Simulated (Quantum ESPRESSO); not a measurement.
# Simulated XPS, UPS and emission spectra of KF, part 3 of 13

What would valence photoemission of KF look like, and what sets its shape?

Quantum ESPRESSO 7.5; DFT, PBE, plane waves, ultrasoft GBRV pseudopotentials, scalar-relativistic (the session's first sound run).

So far. Step 2 (The base run: self-consistent run): At this level the gap is 6.17 eV on the k-mesh of the self-consistent run, which can miss the band edges.

### 4. Projected DOS and spectra

projwfc.x splits the states by atom and shell, which the spectra need, since each shell has its own cross section.

projwfc.in reads:

```
&projwfc
  prefix = 'pes'
  outdir = './tmp'
  filpdos = 'pes'
  ngauss = 0
  degauss = 0.00735
  DeltaE = 0.05
  Emin = -23.06
  Emax = 18.94
/
```

The run is started by

```
OMP_NUM_THREADS=1 mpirun -n 4 projwfc.x -nk 4 -in projwfc.in > projwfc.out
```

What it wrote:

```text
[banner, memory and clock lines left out]
Program PROJWFC v.7.5 starts

          URL

     ./tmp/pes.save/

     IMPORTANT: XC functional enforced from input :
     Exchange-correlation= PBE
                           (   1   4   3   4   0   0   0)
     Any further DFT definition will be discarded
     Please, verify this is what you really want

     G-vector sticks info

     Gaussian broadening (read from input): ngauss,degauss=   0    0.007350

     Calling projwave ....

  Problem Sizes
  natomwfc =           12
  nbnd     =           16
  nkstot   =          104
  npwx     =         1119
  nkb      =           26

     Atomic states used for projection
     (read from pseudopotential files):

     state #   1: atom   1 (K  ), wfc  1 (l=0 m= 1)
     state #   2: atom   1 (K  ), wfc  2 (l=1 m= 1)
     state #   3: atom   1 (K  ), wfc  2 (l=1 m= 2)
     state #   4: atom   1 (K  ), wfc  2 (l=1 m= 3)
     state #   5: atom   1 (K  ), wfc  3 (l=0 m= 1)
     state #   6: atom   1 (K  ), wfc  4 (l=1 m= 1)
     state #   7: atom   1 (K  ), wfc  4 (l=1 m= 2)
     state #   8: atom   1 (K  ), wfc  4 (l=1 m= 3)
     state #   9: atom   2 (F  ), wfc  1 (l=0 m= 1)
     state #  10: atom   2 (F  ), wfc  2 (l=1 m= 1)
     state #  11: atom   2 (F  ), wfc  2 (l=1 m= 2)
     state #  12: atom   2 (F  ), wfc  2 (l=1 m= 3)

 k =   0.0000000000  0.0000000000  0.0000000000
==== e(   1) =   -24.62569 eV ====
     psi = 0.904*[#   1]+0.094*[#   5]+0.001*[#   9]
    |psi|^2 = 1.000
==== e(   2) =   -17.14300 eV ====
     psi = 0.870*[#   9]+0.109*[#   5]+0.021*[#   1]
    |psi|^2 = 1.000
==== e(   3) =    -7.86653 eV ====
     psi = 0.325*[#   2]+0.325*[#   3]+0.325*[#   4]+0.006*[#   6]+0.006*[#   7]
          +0.006*[#   8]+0.003*[#  10]+0.003*[#  11]+0.003*[#  12]
    |psi|^2 = 1.000
==== e(   4) =    -7.86653 eV ====
     psi = 0.325*[#   2]+0.325*[#   3]+0.325*[#   4]+0.006*[#   6]+0.006*[#   7]
          +0.006*[#   8]+0.003*[#  10]+0.003*[#  11]+0.003*[#  12]
    |psi|^2 = 1.000
==== e(   5) =    -7.86653 eV ====
     psi = 0.325*[#   2]+0.325*[#   3]+0.325*[#   4]+0.006*[#   6]+0.006*[#   7]
          +0.006*[#   8]+0.003*[#  10]+0.003*[#  11]+0.003*[#  12]
    |psi|^2 = 1.000
==== e(   6) =     1.51052 eV ====
     psi = 0.329*[#  10]+0.329*[#  11]+0.329*[#  12]+0.002*[#   2]+0.002*[#   3]
          +0.002*[#   4]+0.002*[#   6]+0.002*[#   7]+0.002*[#   8]
    |psi|^2 = 0.997
==== e(   7) =     1.51052 eV ====
     psi = 0.329*[#  10]+0.329*[#  11]+0.329*[#  12]+0.002*[#   2]+0.002*[#   3]
          +0.002*[#   4]+0.002*[#   6]+0.002*[#   7]+0.002*[#   8]
    |psi|^2 = 0.997
==== e(   8) =     1.51052 eV ====
     psi = 0.329*[#  10]+0.329*[#  11]+0.329*[#  12]+0.002*[#   2]+0.002*[#   3]
          +0.002*[#   4]+0.002*[#   6]+0.002*[#   7]+0.002*[#   8]
    |psi|^2 = 0.997
==== e(   9) =     7.68528 eV ====
     psi = 0.794*[#   5]+0.127*[#   9]+0.075*[#   1]
    |psi|^2 = 0.996
==== e(  10) =    12.20174 eV ====

    |psi|^2 = 0.000
==== e(  11) =    12.20174 eV ====

    |psi|^2 = 0.000
==== e(  12) =    12.20174 eV ====

    |psi|^2 = 0.000
==== e(  13) =    13.83860 eV ====

    |psi|^2 = 0.000
==== e(  14) =    13.83860 eV ====

    |psi|^2 = 0.000
==== e(  15) =    18.38530 eV ====

    |psi|^2 = 0.000
==== e(  16) =    25.80605 eV ====
     psi = 0.188*[#   6]+0.188*[#   7]+0.188*[#   8]+0.004*[#   2]+0.004*[#   3]
          +0.004*[#   4]+0.002*[#  10]+0.002*[#  11]+0.002*[#  12]
    |psi|^2 = 0.581

 k =   0.0505076272  0.0505076272 -0.0505076272
[...]
psi = 0.890*[#   1]+0.069*[#   5]+0.013*[#   6]+0.013*[#   7]+0.013*[#   8]
          +0.001*[#   9]
[...]
psi = 0.870*[#   9]+0.103*[#   5]+0.020*[#   1]+0.002*[#   6]+0.002*[#   7]
          +0.002*[#   8]
[...]
psi = 0.324*[#   2]+0.324*[#   3]+0.324*[#   4]+0.005*[#   6]+0.005*[#   7]
          +0.005*[#   8]+0.004*[#   5]+0.002*[#  10]+0.002*[#  11]+0.002*[#  12]
          +0.001*[#   9]
[...]
psi = 0.325*[#   2]+0.325*[#   3]+0.325*[#   4]+0.006*[#   6]+0.006*[#   7]
          +0.006*[#   8]+0.002*[#  10]+0.002*[#  11]+0.002*[#  12]
[...]
psi = 0.325*[#   2]+0.325*[#   3]+0.325*[#   4]+0.006*[#   6]+0.006*[#   7]
          +0.006*[#   8]+0.002*[#  10]+0.002*[#  11]+0.002*[#  12]
[...]
psi = 0.326*[#  10]+0.326*[#  11]+0.326*[#  12]+0.011*[#   5]+0.002*[#   2]
          +0.002*[#   3]+0.002*[#   4]
[...]
psi = 0.329*[#  10]+0.329*[#  11]+0.329*[#  12]+0.002*[#   2]+0.002*[#   3]
          +0.002*[#   4]+0.001*[#   6]+0.001*[#   7]+0.001*[#   8]
[...]
psi = 0.329*[#  10]+0.329*[#  11]+0.329*[#  12]+0.002*[#   2]+0.002*[#   3]
          +0.002*[#   4]+0.001*[#   6]+0.001*[#   7]+0.001*[#   8]
[...]
psi = 0.713*[#   5]+0.125*[#   9]+0.076*[#   1]+0.023*[#   6]+0.023*[#   7]
          +0.023*[#   8]+0.003*[#  10]+0.003*[#  11]+0.003*[#  12]
[...]
psi = 0.001*[#   6]+0.001*[#   7]+0.001*[#   8]
[...]
psi = 0.008*[#   6]+0.008*[#   7]+0.008*[#   8]
[...]
psi = 0.008*[#   6]+0.008*[#   7]+0.008*[#   8]
[...]
+0.002*[#   2]+0.002*[#   3]+0.002*[#   4]
[...]
k =   0.1010152545  0.1010152545 -0.1010152545
[...]
+0.007*[#   8]
[...]
+0.002*[#   6]+0.002*[#   7]+0.002*[#   8]+0.002*[#  10]+0.002*[#  11]
          +0.002*[#  12]
[...]
+0.006*[#   8]+0.002*[#  10]+0.002*[#  11]+0.002*[#  12]
[...]
+0.006*[#   8]+0.002*[#  10]+0.002*[#  11]+0.002*[#  12]
[...]
+0.003*[#   9]+0.001*[#   2]+0.001*[#   3]+0.001*[#   4]
[...]
+0.002*[#   4]
[...]
+0.002*[#   4]
[...]
+0.072*[#   8]+0.010*[#  10]+0.010*[#  11]+0.010*[#  12]+0.002*[#   2]
          +0.002*[#   3]+0.002*[#   4]
[...]
psi = 0.026*[#   6]+0.026*[#   7]+0.026*[#   8]
[...]
psi = 0.026*[#   6]+0.026*[#   7]+0.026*[#   8]
[...]
+0.003*[#   2]+0.003*[#   3]+0.003*[#   4]
[...]
k =   0.1515228817  0.1515228817 -0.1515228817
[...]
+0.014*[#   8]
[...]
+0.002*[#  10]+0.002*[#  11]+0.002*[#  12]
[...]
+0.006*[#   8]+0.002*[#  10]+0.002*[#  11]+0.002*[#  12]
[...]
+0.001*[#   4]
[...]
+0.002*[#   3]+0.002*[#   4]
[...]
psi = 0.004*[#   6]+0.004*[#   7]+0.004*[#   8]+0.001*[#   5]
[...]
+0.002*[#  10]+0.002*[#  11]+0.002*[#  12]
[...]
psi = 0.004*[#   6]+0.004*[#   7]+0.004*[#   8]+0.001*[#   5]
[...]
+0.002*[#   2]+0.002*[#   3]+0.002*[#   4]
[...]
k =   0.2020305089  0.1010152545 -0.1010152545
[...]
+0.002*[#  10]+0.002*[#  11]+0.002*[#  12]+0.001*[#   6]+0.001*[#   7]
[...]
+0.005*[#   8]+0.001*[#   5]+0.001*[#  10]+0.001*[#  11]+0.001*[#  12]

[...]
+0.002*[#   3]+0.002*[#   4]
[...]
+0.074*[#   1]+0.016*[#  10]+0.016*[#  11]+0.016*[#  12]+0.004*[#   2]
          +0.004*[#   3]+0.004*[#   4]
[...]
+0.003*[#  10]+0.003*[#  11]+0.003*[#  12]
[...]
psi = 0.006*[#   6]+0.006*[#   7]+0.006*[#   8]+0.003*[#   5]
[...]
+0.003*[#   2]+0.003*[#   3]+0.003*[#   4]
[...]
k =   0.2525381361  0.1515228817 -0.1515228817
[...]
psi = 0.840*[#   1]+0.053*[#   6]+0.053*[#   7]+0.053*[#   8]
[...]
+0.001*[#  10]+0.001*[#  11]+0.001*[#  12]
[...]
+0.001*[#   3]+0.001*[#   4]
[...]
+0.007*[#   3]+0.007*[#   4]
[...]
k =   0.3030457634  0.2020305089 -0.2020305089
[...]
psi = 0.326*[#  10]+0.326*[#  11]+0.326*[#  12]+0.003*[#   5]
[...]
+0.009*[#   3]+0.009*[#   4]
[...]
k =   0.3535533906  0.2525381361 -0.2525381361
[...]
k =  -0.3030457634 -0.4040610178  0.4040610178
[...]
+0.002*[#   3]+0.002*[#   4]
[...]
+0.011*[#   7]+0.011*[#   8]
[...]
k =  -0.2525381361 -0.3535533906  0.3535533906
[...]
psi = 0.838*[#   1]+0.054*[#   6]+0.054*[#   7]+0.054*[#   8]
[...]
psi = 0.011*[#   5]+0.004*[#   6]+0.004*[#   7]+0.004*[#   8]
[...]
psi = 0.011*[#   6]+0.011*[#   7]+0.011*[#   8]+0.004*[#   5]
[...]
psi = 0.003*[#   6]+0.003*[#   7]+0.003*[#   8]+0.001*[#   5]
[...]
psi = 0.834*[#   1]+0.055*[#   6]+0.055*[#   7]+0.055*[#   8]
[...]
psi = 0.327*[#  10]+0.327*[#  11]+0.327*[#  12]
[...]
psi = 0.002*[#  10]+0.002*[#  11]+0.002*[#  12]
[...]
psi = 0.327*[#  10]+0.327*[#  11]+0.327*[#  12]
[...]
psi = 0.328*[#  10]+0.328*[#  11]+0.328*[#  12]
[...]
psi = 0.836*[#   1]+0.054*[#   6]+0.054*[#   7]+0.054*[#   8]
[...]
psi = 0.328*[#  10]+0.328*[#  11]+0.328*[#  12]
[...]
psi = 0.012*[#   6]+0.012*[#   7]+0.012*[#   8]
[...]
psi = 0.835*[#   1]+0.055*[#   6]+0.055*[#   7]+0.055*[#   8]
[...]
k =   0.3535533906  0.0505076272 -0.0505076272
[...]
psi = 0.018*[#   6]+0.018*[#   7]+0.018*[#   8]
[...]
k =   0.4040610178  0.1010152545 -0.1010152545
[...]
+0.004*[#  10]+0.004*[#  11]+0.004*[#  12]+0.002*[
[... cut ...]
[#   5]+0.149*[#   6]+0.149*[#   7]+0.149*[#   8]+0.091*[#   9]
[...]
k =   0.4545686450  0.1515228817 -0.0505076272
[...]
+0.005*[#  11]+0.005*[#  12]+0.002*[#   1]
[...]
k =  -0.2020305089 -0.5050762723  0.6060915267
[...]
+0.003*[#  10]+0.003*[#  11]+0.003*[#  12]
[...]
k =  -0.1515228817 -0.4545686450  0.5555838995
[...]
+0.002*[#   3]+0.002*[#   4]+0.001*[#   5]
[...]
+0.005*[#  10]+0.005*[#  11]+0.005*[#  12]
[...]
+0.002*[#   2]+0.002*[#   3]+0.002*[#   4]
[...]
k =  -0.1010152545 -0.4040610178  0.5050762723
[...]
+0.001*[#   3]+0.001*[#   4]
[...]
+0.010*[#  11]+0.010*[#  12]+0.004*[#   5]+0.002*[#   2]+0.002*[#   3]
          +0.002*[#   4]
[...]
+0.003*[#  12]
[...]
+0.001*[#   7]+0.001*[#   8]
[...]
+0.007*[#  10]+0.007*[#  11]+0.007*[#  12]+0.004*[#   9]
[...]
+0.006*[#   9]+0.002*[#  10]+0.002*[#  11]+0.002*[#  12]
[...]
k =  -0.0505076272 -0.3535533906  0.4545686450
[...]
+0.002*[#   1]+0.002*[#   2]+0.002*[#   3]+0.002*[#   4]
[...]
+0.006*[#  12]+0.003*[#   6]+0.003*[#   7]+0.003*[#   8]+0.003*[#   9]

[...]
+0.004*[#   6]+0.004*[#   7]+0.004*[#   8]+0.002*[#  10]+0.002*[#  11]
          +0.002*[#  12]
[...]
+0.005*[#   8]+0.001*[#   9]
[...]
+0.011*[#   7]+0.011*[#   8]+0.003*[#   1]+0.002*[#   2]+0.002*[#   3]
          +0.002*[#   4]+0.001*[#   9]
[...]
+0.001*[#   4]
[...]
+0.014*[#   8]+0.005*[#   2]+0.005*[#   3]+0.005*[#   4]
[...]
+0.023*[#  10]+0.023*[#  11]+0.023*[#  12]+0.010*[#   1]+0.004*[#   2]
          +0.004*[#   3]+0.004*[#   4]
[...]
+0.009*[#  11]+0.009*[#  12]+0.002*[#   2]+0.002*[#   3]+0.002*[#   4]
          +0.001*[#   1]
[...]
+0.012*[#   9]
[...]
+0.001*[#  12]
[...]
+0.005*[#  11]+0.005*[#  12]
[...]
+0.005*[#  10]+0.005*[#  11]+0.005*[#  12]
[...]
+0.002*[#   9]+0.001*[#  10]+0.001*[#  11]+0.001*[#  12]
[...]
+0.001*[#  10]+0.001*[#  11]+0.001*[#  12]
[...]
k =  -0.0000000000 -0.3030457634  0.4040610178
[...]
psi = 0.905*[#   9]+0.023*[#   6]+0.023*[#   7]+0.023*[#   8]+0.013*[#   5]
          +0.005*[#   1]+0.002*[#   2]+0.002*[#   3]+0.002*[#   4]
    |psi|^2 = 0.999
==== e(   3) =    -8.11264 eV ====
     psi = 0.322*[#   2]+0.322*[#   3]+0.322*[#   4]+0.006*[#  10]+0.006*[#  11]
          +0.006*[#  12]+0.005*[#   6]+0.005*[#   7]+0.005*[#   8]
    |psi|^2 = 1.000
==== e(   4) =    -8.08740 eV ====
     psi = 0.321*[#   2]+0.321*[#   3]+0.321*[#   4]+0.013*[#   9]+0.010*[#   5]
          +0.003*[#   6]+0.003*[#   7]+0.003*[#   8]
    |psi|^2 = 1.000
==== e(   5) =    -7.91514 eV ====
     psi = 0.328*[#   2]+0.328*[#   3]+0.328*[#   4]+0.005*[#   6]+0.005*[#   7]
          +0.005*[#   8]
    |psi|^2 = 1.000
==== e(   6) =     0.92094 eV ====
     psi = 0.301*[#  10]+0.301*[#  11]+0.301*[#  12]+0.041*[#   5]+0.011*[#   6]
          +0.011*[#   7]+0.011*[#   8]+0.005*[#   1]+0.003*[#   9]+0.002*[#   2]
          +0.002*[#   3]+0.002*[#   4]
    |psi|^2 = 0.990
==== e(   7) =     1.19585 eV ====
     psi = 0.327*[#  10]+0.327*[#  11]+0.327*[#  12]
    |psi|^2 = 0.983
==== e(   8) =     1.38389 eV ====
     psi = 0.317*[#  10]+0.317*[#  11]+0.317*[#  12]+0.011*[#   6]+0.011*[#   7]
          +0.011*[#   8]+0.004*[#   2]+0.004*[#   3]+0.004*[#   4]
    |psi|^2 = 0.996
==== e(   9) =    10.68397 eV ====
     psi = 0.188*[#   5]+0.170*[#   6]+0.170*[#   7]+0.170*[#   8]+0.066*[#   9]
          +0.029*[#   1]+0.025*[#  10]+0.025*[#  11]+0.025*[#  12]+0.007*[#   2]
          +0.007*[#   3]+0.007*[#   4]
    |psi|^2 = 0.886
==== e(  10) =    11.23815 eV ====
     psi = 0.112*[#   6]+0.112*[#   7]+0.112*[#   8]+0.006*[#  10]+0.006*[#  11]
          +0.006*[#  12]+0.003*[#   2]+0.003*[#   3]+0.003*[#
```

The job ended after 1.4 s (4 MPI ranks of Intel Xeon Platinum 8559C (Emerald Rapids), shared host; 4.8 s of CPU time).

Numbers from this step:

```yaml
zero_of_energy: valence-band maximum
gap_from_the_dos_mesh: 6.175 eV
share_of_occupied_states_in_no_projected_shell: 0.0039 of the occupied states in the window
```

The DOS has structure finer than the step of the table below, so its rows give means over 2 eV, whole bins alone (the curve runs from -20.5 to 16.0 eV). Peaks (eV: height): total -18.7: 10.3, -9.5: 16.6, -0.2: 14.4, 11.8: 3.57; K 3p -9.5: 16.1; F 2p -0.2: 13.8; K 4p -18.7: 0.639, 9.4: 0.834, 10.1: 1.08, 11.3: 0.487; K 4s -18.7: 0.223, 9.2: 0.504, 14.8: 0.523, 15.5: 0.494.

DOS against E, zero at the valence-band maximum; means over each step; values in states/eV/cell:

```csv
E (eV),total,K 3p,F 2p,K 4p,K 4s,F 2s
-18,1.000,0.00452,2.9e-4,0.0624,0.0215,0.911
-16,0,0,0,0,0,0
-14,0,0,0,0,0,0
-12,0,0,0,0,0,0
-10,3.00,2.91,0.0279,0.0458,0.00809,0.0106
-8,0,0,0,0,0,0
-6,0,0,0,0,0,0
-4,0,0,0,0,0,0
-2,3.9e-5,0,3.4e-5,0,3.9e-6,0
0,3.00,0,2.84,0.0879,0.0418,0.00185
2,0,0,0,0,0,0
4,0,0,0,0,0,0
6,0.0299,0,7.9e-4,0.00584,0.0195,0.00358
8,0.495,0,0.0232,0.139,0.125,0.0272
10,1.52,0,0.0501,0.574,0.153,0.0328
12,1.95,0,0.0161,0.215,0.0368,0.00520
14,1.98,0,0.0158,0.129,0.125,0.00287
```

This run's widths, added to any smearing of the DOS itself: Gaussian 0.1 eV, Lorentzian 0.05 eV plus 0.08 an eV of depth. The intensity by binding energy, zero at the valence-band maximum; values in % of the maximum within 13 eV:

| binding energy (eV) | 21.2 eV | 40.8 eV | 1486.7 eV | 5414.7 eV |
| --- | --- | --- | --- | --- |
| -1 | 0.356 | 0.364 | 0.339 | 0.369 |
| 0 | 38.9 | 38.9 | 12.0 | 6.20 |
| 1 | 1.96 | 1.97 | 0.966 | 0.883 |
| 2 | 0.216 | 0.230 | 0.479 | 0.562 |
| 3 | 0.0823 | 0.101 | 0.553 | 0.666 |
| 4 | 0.0433 | 0.0681 | 0.722 | 0.856 |
| 5 | 0.0267 | 0.0622 | 1.02 | 1.18 |
| 6 | 0.0181 | 0.0740 | 1.60 | 1.78 |
| 7 | 0.0131 | 0.116 | 2.95 | 3.16 |
| 8 | 0.00987 | 0.271 | 7.46 | 7.69 |
| 9 | - | 1.45 | 41.5 | 41.6 |
| 10 | - | 1.96 | 54.4 | 54.7 |
| 11 | - | 0.323 | 8.92 | 9.41 |
| 12 | - | 0.131 | 3.60 | 4.27 |
| 13 | - | 0.0840 | 2.30 | 3.22 |
| 14 | - | 0.0732 | 2.03 | 3.38 |
| 15 | - | 0.0836 | 2.36 | 4.51 |
| 16 | - | 0.125 | 3.60 | 7.50 |
| 17 | - | 0.256 | 7.48 | 16.3 |
| 18 | - | 0.787 | 23.2 | 51.5 |
| 19 | - | 1.23 | 36.2 | 80.9 |
| 20 | - | 0.380 | 11.2 | 24.8 |

Maxima picked by a test of local sharpness, so broad peaks and shoulders can be missing; peaks within 0.45 eV of a curve's cut are left out. Valence peaks, by row:

```
photon energy (eV)  binding energy (eV)  height (% of the maximum within 13 eV)  main shell  its share (%)
              21.2               0.2205                                     100        F 2p          99.94
              40.8               0.2205                                     100        F 2p          99.97
              1487                18.72                                   41.32        F 2s          99.04
              1487                9.571                                     100        K 3p          98.68
              1487               0.2205                                   30.55        F 2p          97.42
              5415                18.72                                   92.21        F 2s          99.37
              5415                9.571                                     100        K 3p          97.21
              5415               0.2205                                   15.83        F 2p          90.21
```

The intensity, F K has structure finer than the step of the table below, so its rows give means over 1 eV, whole bins alone (the curve runs from -20.5 to 1.40 eV). Peaks (eV: height): -0.3: 99.0.

Shapes are the site's partial DOS without matrix elements, which overweights lines from ligand s bands. Intensity, F K against emission energy less the core level's binding energy, zero at the valence-band maximum; means over each step:

```
emission energy less the core level's binding energy (eV)  intensity, F K (% of the unpolarised maximum)
                                                      -19                                         0.0146
                                                      -18                                         0.0155
                                                      -17                                         0.0160
                                                      -16                                         0.0182
                                                      -15                                         0.0215
                                                      -14                                         0.0265
                                                      -13                                         0.0349
                                                      -12                                         0.0526
                                                      -11                                          0.115
                                                      -10                                          0.405
                                                       -9                                          0.321
                                                       -8                                          0.118
                                                       -7                                          0.100
                                                       -6                                          0.120
                                                       -5                                          0.168
                                                       -4                                          0.269
                                                       -3                                          0.517
                                                       -2                                           1.49
                                                       -1                                           24.0
                                                        0                                           62.3
```

Sums over each group's atoms; left-over states aren't shared out by site. Site centres, by row:

```
group  element  shell  occupied states  centre of occupied part (eV)  centre up to the window's top (eV)
   K1        K     4s           0.1428                        -7.018                               10.13
   K1        K     3p            5.829                        -9.575                              -9.575
   K1        K     4p           0.3923                        -8.321                               7.911
   F2        F     2s            1.847                        -18.56                              -16.52
   F2        F     2p            5.741                       -0.3777                             0.03029
```

Shapes are the site's partial DOS without matrix elements, which overweights lines from ligand s bands. Emission peaks, by row:

```csv
line,energy (eV),height (%)
F K,-0.2705,100
```

Recipe: projected DOS times atomic cross section and asymmetry factor (linear light, 0° from the polarisation), occupied states only, a Lorentzian width of 0.05 eV growing by 0.08 eV per eV of binding energy, and a resolution of 0.1 eV. Curves are cut 10 eV under the photon energy, above any shell that the free atom's threshold puts out of reach, or at the lower edge of the window: 8.5 eV at 21.2 eV, 20.5 eV at 40.8 eV, 20.5 eV at 1486.7 eV and 20.5 eV at 5414.7 eV. Matrix elements of the solid and inelastic losses aren't modelled, nor non-dipole terms, which matter above 3 keV.

Share of each shell in the spectrum's area (%), by photon energy:

```
shell  21.2 eV  40.8 eV  1486.7 eV  5414.7 eV
 K 3p      0.0      7.6       55.2       37.6
 F 2s      0.0      5.6       38.6       59.8
 F 2p     99.9     86.7        6.0        2.0
```

Cross sections used, in Mb an electron:

| shell | 21.2 eV | 40.8 eV | 1486.7 eV | 5414.7 eV |
| --- | --- | --- | --- | --- |
| K 3p | - | 0.19 | 8.2e-4 | 1.4e-5 |
| F 2s | - | 0.25 | 0.0014 | 4.0e-5 |
| F 2p | 2.0 | 1.6 | 1.3e-4 | 1.0e-6 |

(Continued in part 4 of 13.)

[Logs are printed without paths, hosts, clocks, repeated set-up lines and the standing remarks that a program may print on its own settings, such as how far it seeks lower states.]

[Hosts, paths, dates, database ids (printed as entryN), source tags and the programs' standing remarks are cut or masked in the printed files.]

[Maps of the electrostatic potential energy from Ansatz leave out the sawtooth potential of an applied field or a dipole correction, so their vacuum need not be flat; work functions include it.]

[Peak lists hold at most the 14 tallest peaks of each spectrum; further lines can be left out.]
